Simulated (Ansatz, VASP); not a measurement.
# Two plane-wave programs on Rh

```
CELL_PARAMETERS angstrom
0.00000 1.87699 1.87699
1.87699 0.00000 1.87699
1.87699 1.87699 0.00000
ATOMIC_POSITIONS crystal
Rh 0.00000 0.00000 0.00000
```

Alike in both runs: task single point; functional LDA; k mesh 18 × 18 × 18; occupations gaussian, width 0.05 eV; no spin polarisation.

|  | VASP | Ansatz |
| --- | --- | --- |
| version | VASP 6.6.1 | Ansatz 0.2.0 |
| potentials or method | VASP PAW LDA potentials, release 64 (Rh_pv) | scalar-relativistic, plane waves, PAW |
| plane-wave cutoff (eV) | 520 | 420 |
| valence electrons in the cell | 15 | 17 |

|  | VASP | Ansatz | Ansatz less VASP |
| --- | --- | --- | --- |
| pressure (GPa) | 0.8 | -0.1 | -0.92 |

The two sets of potentials don't hold the same shells in valence.
